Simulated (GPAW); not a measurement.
# CdSe (Cadmoselite) (P6_3mc) in GPAW: a series of runs

The runs below take CdSe (Cadmoselite) through dielectric tensor, band structure, with PBE, PBEsol.

All numbers are computed with GPAW 26.7.0; they aren't measurements. Logs are shortened: lines on timing, memory, paths and dates and some standing lists are left out, and cuts for length are marked. The log counts tension as positive stress, the text compression.

**Measured values to compare with.**

A printed reference work, data compilation reports, for a bulk crystal of CdSe at 2 K: band gap 1.841 eV.

The results are compared with them further down.

## 1. Starting point

The structure is hexagonal, space group P6_3mc (No. 186). Conventional cell: a = 4.300 Å, b = 4.300 Å, c = 7.020 Å, α = 90.00°, β = 90.00°, γ = 120.00°. Cd (site symmetry 3m) is surrounded by 4 Se at 2.61 to 2.70 Å. Se (site symmetry 3m) is surrounded by 4 Cd at 2.61 to 2.70 Å.

## 2. Dielectric tensor, PBE

The input, run.py:

```python
import numpy as np
from ase import Atoms
from ase.dft.bandgap import bandgap
from ase.io import write
from gpaw import GPAW, PW
from gpaw.response.df import DielectricFunction

atoms = Atoms(['Cd', 'Cd', 'Se', 'Se'],
              cell=[[4.3, 0.0, 0.0],
                    [-2.15, 3.7239092363, 0.0],
                    [0.0, 0.0, 7.02]],
              scaled_positions=[[0.6666666667, 0.3333333333, 0.5],
                                [0.3333333333, 0.6666666667, 0.0],
                                [0.6666666667, 0.3333333333, 0.885],
                                [0.3333333333, 0.6666666667, 0.385]],
              pbc=True)

calc = GPAW(mode=PW(450),
            xc='PBE',
            kpts={'size': (6, 6, 3), 'gamma': True},
            occupations={'name': 'fermi-dirac', 'width': 0.001},
            nbands=31,
            convergence={'density': 1e-06},
            maxiter=150,
            txt='gpaw.txt')
atoms.calc = calc
energy = atoms.get_potential_energy()
calc.write('gs.gpw')
write('result.traj', atoms)
print(f'Energy: {energy:.6f} eV')
print('Fermi level:', round(calc.get_fermi_level(), 4), 'eV')
print(f'Gap: {bandgap(calc)[0]:.4f} eV, direct: {bandgap(calc, direct=True)[0]:.4f} eV')

for size in [(8, 8, 5), (11, 11, 6)]:
    name = 'x'.join(str(n) for n in size)
    dense = calc.fixed_density(kpts={'size': size, 'gamma': True},
                               nbands=64, convergence={'bands': 58, 'eigenstates': 1e-7},
                               update_fermi_level=True, txt=f'dense-{name}.txt')
    dense.write(f'{name}.gpw', mode='all')
    df = DielectricFunction(f'{name}.gpw', frequencies=np.array([0.0]), hilbert=False, eta=0.001,
                            ecut=80, nbands=58, intraband=False, txt=f'df-{name}.txt')
    for xc in ['RPA', 'LR0.2', 'ALDA']:
        for direction in ['x', 'y', 'z', [0, 1, 1], [1, 0, 1], [1, 1, 0]]:
            e0, e = df.get_macroscopic_dielectric_constant(xc=xc, direction=direction)
            print(f'{name} {xc} {direction}: {e0:.4f} without, {e:.4f} with local fields')
```

Potentials or basis: GPAW PAW data sets (gpaw-data 1.2.1), pw.

Run with:

```sh
$ OMP_NUM_THREADS=1 python run.py
```

gpaw.txt:

```text
__  _  _
 | _ |_)|_||  |
 |__||  | ||/\| - 26.7.0

Input parameters:
  mode=PW(ecut=450.00000000000006),
  convergence={'density': 1e-06},
  kpts=MonkhorstPack(size=(6, 6, 3), gamma=True),
  maxiter=150,
  nbands=31,
  occupations=Occupations(name='fermi-dirac', width=0.001),
  xc=XC(name='PBE')

Diagonalizing LCAO Hamiltonian
Converting LCAO to pw mode

            Se

        Se  Cd

        Cd

Atoms  # Å, Bohr magnetons
|   | symbol |         x |        y |        z |    initial magnetic moments |
|---|--------|-----------|----------|----------|-----------------------------|
| 0 |     Cd |  2.150000 | 1.241303 | 3.510000 | ( 0.0000,  0.0000,  0.0000) |
| 1 |     Cd | -0.000000 | 2.482606 | 0.000000 | ( 0.0000,  0.0000,  0.0000) |
| 2 |     Se |  2.150000 | 1.241303 | 6.212700 | ( 0.0000,  0.0000,  0.0000) |
| 3 |     Se | -0.000000 | 2.482606 | 2.702700 | ( 0.0000,  0.0000,  0.0000) |

Unit cell  # Å
| periodic |         x |        y |        z |  lengths |     angles |
|----------|-----------|----------|----------|----------|------------|
|      yes |  4.300000 | 0.000000 | 0.000000 | 4.300000 |  90.000000 |
|      yes | -2.150000 | 3.723909 | 0.000000 | 4.300000 |  90.000000 |
|      yes |  0.000000 | 0.000000 | 7.020000 | 7.020000 | 120.000000 |

Number of symmetries: 6
Symmetry operations  # r_c * U_cc + t_c -> r_c
|   | kind |            matrix            |
|---|------|------------------------------|
| 0 |  σ   |  1, 1, 0,  0,-1, 0,  0, 0, 1 |
| 1 |  E   |  1, 0, 0,  0, 1, 0,  0, 0, 1 |
| 2 |  C3  |  0, 1, 0, -1,-1, 0,  0, 0, 1 |
| 3 |  σ   |  0,-1, 0, -1, 0, 0,  0, 0, 1 |
| 4 |  σ   | -1, 0, 0,  1, 1, 0,  0, 0, 1 |
| 5 |  C3  | -1,-1, 0,  1, 0, 0,  0, 0, 1 |

BZ-sampling:
  Number of BZ points: 108
  Number of IBZ points: 17

  Monkhorst-Pack size: [6, 6, 3]
  Monkhorst-Pack shift: [0.08333333333333333, 0.08333333333333333, 0.0]

K-points  # in reciprocal-cell coordinates
|     |                                coordinates |     weight |
|-----|--------------------------------------------|------------|
|   0 | (  0.00000000,   0.00000000,   0.00000000) | 0.00925926 |
|   1 | (  0.00000000,   0.00000000,   0.33333333) | 0.01851852 |
|   2 | (  0.16666667,   0.00000000,  -0.33333333) | 0.05555556 |
|   3 | (  0.16666667,   0.00000000,   0.00000000) | 0.05555556 |
|   4 | (  0.16666667,   0.00000000,   0.33333333) | 0.05555556 |
|   5 | (  0.33333333,  -0.16666667,   0.00000000) | 0.05555556 |
|   6 | (  0.33333333,  -0.16666667,   0.33333333) | 0.11111111 |
|   7 | (  0.33333333,   0.00000000,  -0.33333333) | 0.05555556 |
|   8 | (  0.33333333,   0.00000000,   0.00000000) | 0.05555556 |
|   9 | (  0.33333333,   0.00000000,   0.33333333) | 0.05555556 |
| ... |                                            |            |
|  16 | (  0.50000000,   0.50000000,   0.33333333) | 0.05555556 |

Plane wave coefficients: 2448
Cutoff: 450.00000000000006 eV

Spin-components: 1 (collinear spins)
Bands:           31
Projectors:      22
Spin-degeneracy: 2
Datatype:        complex128

Parallelization:
  kpt:    1
  domain: 1
  band:   1

Density:
  Valence electrons: 36.0
  Components: 1
  Grid points: [24 24 35]
  Charge: 0.0  # |e|

Potential:
  Grid points: [24 24 35]

species:
  Cd:
    name:    Cadmium
    Z:       48.0
    valence: 12
    core:    36
    charge:  0.0  # [|e|]
    compensation charges:
      type: gauss
      rc: 0.38  # [Å]
      lmax: 2
    cutoffs:
      filter: 2.12  # [Å]
      core: 2.62  # [Å]
    projectors
    | kind |    occ | energy [eV] | rcut [Å] |
    |------|--------|-------------|----------|
    |   5s |  2.000 |      -5.655 |    1.191 |
    |   5p |  0.000 |      -1.186 |    1.228 |
    |   4d | 10.000 |     -11.739 |    1.164 |
    |    s |        |      21.556 |    1.191 |
    |    p |        |      26.026 |    1.228 |
    |    d |        |      15.473 |    1.164 |

    Using partial waves for Cd as LCAO basis

  Se:
    name:    Selenium
    Z:       34.0
    valence: 6
    core:    28
    charge:  0.0  # [|e|]
    compensation charges:
      type: gauss
      rc: 0.27  # [Å]
      lmax: 2
    cutoffs:
      filter: 1.77  # [Å]
      core: 2.67  # [Å]
    projectors
    | kind |    occ | energy [eV] | rcut [Å] |
    |------|--------|-------------|----------|
    |   4s |  2.000 |     -17.277 |    0.847 |
    |   4p |  4.000 |      -6.512 |    1.005 |
    |    s |        |       9.935 |    0.847 |
    |    p |        |      20.699 |    1.005 |
    |    d |        |       0.000 |    0.847 |

    Using partial waves for Se as LCAO basis

Reference energy: -436553.300934  # eV

eigensolver:
  PPCG
  Converge bands: occupied
  niter=2

density mixing:
  MSR1-Mixer
  Pratt-step length: 0.05
  Maximum mixing coefficient: 0.75
  Old densities: 10
  SVD Regularization: 0.005
  Good broyden scale: 1.0
  Trust region scale: 1.0
  Backstep threshold: 4.0
  History deletion threshold: 6.0
  Fourier metric: weight=20.0, sigma=0.015

occupation numbers:
  Fermi-Dirac:
    width: 0.0010  # eV

poisson solver:
  ecut: 3600.0000000000005  # eV

xc functional:
  name: PBE with 2 nearest neighbor stencil

convergence criteria:
- Maximum integral of absolute [dens]ity change: 1e-06 electrons / valence electron
- Maximum [total energy] change in last 3 cyles: 0.0005 eV / valence electron
- Maximum integral of absolute [eigenst]ate change: 4e-08 eV^2 / valence electron
maximum number of iterations: 150

SCF iterations
|iter     | |      energy | eigst |  dens |
|---------|-|-------------|-------|-------|
|iter:   1| |  -11.942041 | -0.68 |       |
|iter:   2| |  -11.789071 | -2.54 | -1.17 |
|iter:   3| |  -11.237050 | -1.52 | -1.22 |
|iter:   4| |  -11.234647 | -3.36 | -1.80 |
|iter:   5| |  -11.234001c| -3.79 | -2.25 |
|iter:   6| |  -11.234065c| -5.19 | -2.95 |
|iter:   7| |  -11.234072c| -6.52 | -3.53 |
|iter:   8| |  -11.234072c| -7.63c| -4.52 |
|iter:   9| |  -11.234072c| -7.80c| -4.83 |
|iter:  10| |  -11.234072c| -8.12c| -5.19 |
|iter:  11| |  -11.234072c| -8.84c| -5.96 |
|iter:  12| |  -11.234072c| -9.46c| -6.31c|

Converged in 12 steps
Energy contributions relative to reference atoms: (reference = -436553.300934)

Energy contributions:
  Kinetic:          41.418697
  Coulomb:         -37.243859
  Zero:              0.117367
  External:          0.000000
  Xc:              -15.526277
  Entropy:          -0.000000
  Spinorbit:         0.000000
  ----------------------------
  Free energy:     -11.234072
  Extrapolated:    -11.234072

dipole moment: (0.000015, 0.000005, -18.303301)  # |e|*Ang

Fermi level: 3.725
Eigenvalues  # (at kpt = [0.000, 0.000, 0.000])
| band index |      eig [eV] | occ [0-2] |
|------------|---------------|-----------|
|          0 |        -8.963 |     2.000 |
|        ... |               |           |
|         10 |        -3.833 |     2.000 |
|         11 |        -3.551 |     2.000 |
|         12 |        -0.618 |     2.000 |
|         13 |         2.908 |     2.000 |
|         14 |         2.908 |     2.000 |
|         15 |         3.619 |     2.000 |
[... 8 lines left out ...]
|         24 |        10.606 |     0.000 |
|         25 |        11.333 |     0.000 |
|        ... |               |           |
|         30 |        14.640 |     0.000 |

Gap: 0.695 eV
Transition (v -> c):
  (s=0, k=0, n=17, [0.00, 0.00, 0.00]) -> (s=0, k=0, n=18, [0.00, 0.00, 0.00])
No difference between direct/indirect transitions
# Writing to gs.gpw (mode='')
```

It took 14 min on 1 thread of Arm Neoverse V1, shared host; peak memory 2 GiB.

What came out:

```yaml
Free_energy: -11.2341 eV
Band_gap_on_the_k_mesh: 0.70 eV, direct
Electronic_dielectric_tensor_diagonal: 7.52, 7.52, 7.57
```

Electronic dielectric tensor:
```
7.52 0.00 0.00
0.00 7.52 0.00
0.00 0.00 7.57
```

Caveat: the dielectric constant isn't converged in the k mesh; the gap is small at this level, which inflates the dielectric constant; the long-wavelength limit can be off by several per cent where d states take part; an odd mesh through Γ misses points on the zone boundary, where band edges often lie.

## 3. Band structure, PBEsol

The input, run.py:

```python
from ase import Atoms
from ase.dft.bandgap import bandgap
from ase.io import write
from ase.units import GPa
from gpaw import GPAW, PW, setup_paths

setup_paths.insert(0, '.')

atoms = Atoms(['Cd', 'Cd', 'Se', 'Se'],
              cell=[[4.3, 0.0, 0.0],
                    [-2.15, 3.7239092363, 0.0],
                    [0.0, 0.0, 7.02]],
              scaled_positions=[[0.6666666667, 0.3333333333, 0.5],
                                [0.3333333333, 0.6666666667, 0.0],
                                [0.6666666667, 0.3333333333, 0.885],
                                [0.3333333333, 0.6666666667, 0.385]],
              pbc=True)

calc = GPAW(mode=PW(600),
            xc='PBEsol',
            kpts={'size': (7, 7, 4), 'gamma': True},
            occupations={'name': 'fermi-dirac', 'width': 0.05},
            nbands=31,
            convergence={'density': 1e-05, 'energy': 1e-05},
            maxiter=150,
            txt='gpaw.txt')
atoms.calc = calc
energy = atoms.get_potential_energy()
forces = atoms.get_forces()
stress = atoms.get_stress()
calc.write('gs.gpw')
write('result.traj', atoms)
print(f'Energy: {energy:.6f} eV')
print('Forces (eV/A):')
print(forces.round(4))
print('Stress (GPa):', (stress / GPa).round(3))
print('Fermi level:', round(calc.get_fermi_level(), 4), 'eV')
print(f'Gap: {bandgap(calc)[0]:.4f} eV, direct: {bandgap(calc, direct=True)[0]:.4f} eV')

path = atoms.cell.bandpath('GMKGALHA,LM,KH', npoints=80, eps=1e-4)
bs_calc = calc.fixed_density(kpts=path, symmetry='off', nbands=52,
                             convergence={'bands': 'CBM+6.0', 'eigenstates': 1e-6}, txt='bands.txt')
bs = bs_calc.band_structure()
bs.write('bs.json')
print(f'Gap on the path: {bandgap(bs_calc)[0]:.4f} eV')
```

Potentials or basis: PAW data sets generated in the run's folder for this functional, pw.

Run with:

```sh
$ gpaw-setup -f PBEsol Cd Se
$ OMP_NUM_THREADS=1 python run.py
```

Run time: 3 min. Hardware: 1 thread of Arm Neoverse V2, shared host; peak memory 0.6 GiB.

Results (log left out):

| Quantity | Value |
| --- | --- |
| Free energy | -12.7333 eV |
| Pressure | 0.0 GPa |
| Largest force | 0.266 eV/Å |
| Band gap on the k mesh | 0.57 eV, direct |
| Band gap along the path | 0.57 eV, direct |

Forces on the atoms (eV/Å):
```
Cd   0.000  0.000  0.265
Cd   0.000  0.000  0.266
Se   0.000  0.000 -0.265
Se   0.000  0.000 -0.266
```

Stress tensor (GPa, compression positive):
```
 0.57  0.00  0.00
 0.00  0.57  0.00
 0.00  0.00 -1.23
```

Levels at the corners of the path, in eV from the valence-band top:
```csv
point,band 15,band 16,band 17,band 18,band 19,band 20,band 21,band 22
Γ,-0.73,-0.01,0.00,0.00,0.57,2.01,5.78,5.78
M,-2.61,-1.90,-1.27,-0.85,3.13,3.20,4.70,6.05
K,-3.13,-1.83,-1.83,-1.82,4.26,4.74,4.74,6.95
Γ,-0.73,-0.01,0.00,0.00,0.57,2.01,5.78,5.78
A,-0.38,-0.38,-0.38,-0.38,2.23,2.23,5.70,5.70
L,-1.41,-1.41,-1.32,-1.32,2.87,2.87,4.69,4.69
H,-2.54,-2.54,-1.08,-1.08,3.70,3.70,5.79,5.79
A,-0.38,-0.38,-0.38,-0.38,2.23,2.23,5.70,5.70
L,-1.41,-1.41,-1.32,-1.32,2.87,2.87,4.69,4.69
M,-2.61,-1.90,-1.27,-0.85,3.13,3.20,4.70,6.05
K,-3.13,-1.83,-1.83,-1.82,4.26,4.74,4.74,6.95
H,-2.54,-2.54,-1.08,-1.08,3.70,3.70,5.79,5.79
```

## 4. Band structure, PBEsol, spin-orbit coupling, no magnetisation

Edit run.py of step 3 so:

```diff
@@ -1 +1,2 @@
+import numpy as np
 from ase import Atoms
@@ -5,2 +6,3 @@
 from gpaw import GPAW, PW, setup_paths
+from gpaw.spinorbit import soc_eigenstates
 
@@ -45 +47,7 @@
 print(f'Gap on the path: {bandgap(bs_calc)[0]:.4f} eV')
+
+soc = soc_eigenstates(bs_calc, theta=0, phi=0)
+np.savetxt('soc_bands.dat', soc.eigenvalues(), fmt='%.4f')
+mesh = soc_eigenstates('gs.gpw', theta=0, phi=0)
+np.savetxt('soc_mesh.dat', mesh.eigenvalues(), fmt='%.4f')
+print('Fermi level with spin-orbit coupling:', round(mesh.fermi_level, 4), 'eV')
```

Run with:

```sh
$ gpaw-setup -f PBEsol Cd Se
$ OMP_NUM_THREADS=1 python run.py
```

Run time: 2.9 min. Hardware: 1 thread of Arm Neoverse V2, shared host; peak memory 0.69 GiB.

It converged, with:

```yaml
Free_energy: -12.7333 eV
Pressure: 0.0 GPa
Largest_force: 0.266 eV/Å
Band_gap_on_the_k_mesh: 0.45 eV, direct
Band_gap_along_the_path: 0.45 eV, direct
```

Forces on the atoms (eV/Å):
```
Cd   0.000  0.000  0.265
Cd   0.000  0.000  0.266
Se   0.000  0.000 -0.265
Se   0.000  0.000 -0.266
```

Stress tensor (GPa, compression positive):
```
 0.57  0.00  0.00
 0.00  0.57  0.00
 0.00  0.00 -1.23
```

Levels at the corners of the path, in eV from the valence-band top:
| point | band 33 | band 34 | band 35 | band 36 | band 37 | band 38 | band 39 | band 40 |
| --- | --- | --- | --- | --- | --- | --- | --- | --- |
| Γ | -0.01 | -0.01 | 0.00 | 0.00 | 0.45 | 0.45 | 1.88 | 1.88 |
| M | -1.42 | -1.42 | -0.95 | -0.95 | 2.99 | 2.99 | 3.10 | 3.10 |
| K | -1.99 | -1.95 | -1.84 | -1.84 | 4.13 | 4.13 | 4.44 | 4.63 |
| Γ | -0.01 | -0.01 | 0.00 | 0.00 | 0.45 | 0.45 | 1.88 | 1.88 |
| A | -0.38 | -0.38 | -0.38 | -0.38 | 2.10 | 2.10 | 2.10 | 2.10 |
| L | -1.40 | -1.40 | -1.40 | -1.40 | 2.75 | 2.75 | 2.75 | 2.75 |
| H | -1.23 | -1.23 | -1.17 | -1.17 | 3.54 | 3.54 | 3.60 | 3.60 |
| A | -0.38 | -0.38 | -0.38 | -0.38 | 2.10 | 2.10 | 2.10 | 2.10 |
| L | -1.40 | -1.40 | -1.40 | -1.40 | 2.75 | 2.75 | 2.75 | 2.75 |
| M | -1.42 | -1.42 | -0.95 | -0.95 | 2.99 | 2.99 | 3.10 | 3.10 |
| K | -1.99 | -1.95 | -1.84 | -1.84 | 4.13 | 4.13 | 4.44 | 4.63 |
| H | -1.23 | -1.23 | -1.17 | -1.17 | 3.54 | 3.54 | 3.60 | 3.60 |

Caveat: spin-orbit coupling was added after a scalar SCF, so levels and gaps hold it while energy, forces, pressure and moments don't; this program's spin-orbit splittings come out too wide for heavy elements.

## 5. The runs side by side

| task | level | potentials or basis | spin | k mesh | cutoff (eV) | smearing | response ecut | response k mesh | response bands | kernels | coarser k mesh | gap on the mesh (eV) | pressure (GPa) | largest force (eV/Å) |
| --- | --- | --- | --- | --- | --- | --- | --- | --- | --- | --- | --- | --- | --- | --- |
| dielectric tensor | PBE | GPAW PAW data sets (gpaw-data 1.2.1), pw | off | 6 × 6 × 3 | 450 | fermi-dirac 0.001 eV | 80 eV | 11 × 11 × 6 | 58 | ["RPA", "LR0.2", "ALDA"] | 8 × 8 × 5 | 0.70 | - | - |
| band structure | PBEsol | PAW data sets generated in the run's folder for this functional, pw | off | 7 × 7 × 4 | 600 | fermi-dirac 0.05 eV | - | - | - | - | - | 0.57 | 0.0 | 0.27 |
| band structure | PBEsol | PAW data sets generated in the run's folder for this functional, pw | SOC, no magnetisation | 7 × 7 × 4 | 600 | fermi-dirac 0.05 eV | - | - | - | - | - | 0.45 | 0.0 | 0.27 |

Alike in all rows: cell as given.

Caveats: the dielectric constant isn't converged in the k mesh (some runs); the gap is small at this level, which inflates the dielectric constant (some runs); the long-wavelength limit can be off by several per cent where d states take part (some runs); an odd mesh through Γ misses points on the zone boundary, where band edges often lie (some runs); spin-orbit coupling was added after a scalar SCF, so levels and gaps hold it while energy, forces, pressure and moments don't (some runs); this program's spin-orbit splittings come out too wide for heavy elements (some runs).

Absolute energies hang on the potentials; compare differences alone.

## 6. How close it comes

Step 2. The gap isn't set beside the deposited one, since this odd mesh misses points on the zone boundary.

Step 3. A measured gap of CdSe is 1.841 eV (2 K; a printed reference work, data compilation); the calculated 0.57 eV misses it by -1.27 eV. So large a miss can be the level of theory's own, or it may mean another phase, state or a wrong row. Spin-orbit coupling on Cd, Se is left out. The value is that of PBEsol, without temperature or zero-point motion. Semilocal functionals fall short of measured gaps as a rule.

Step 4. Against the measured gap of CdSe, 1.841 eV (2 K; a printed reference work, data compilation), the calculated 0.45 eV is off by -1.39 eV. So large a miss can be the level of theory's own, or it may mean another phase, state or a wrong row. The value is that of PBEsol, without temperature or zero-point motion. Semilocal functionals fall short of measured gaps as a rule.
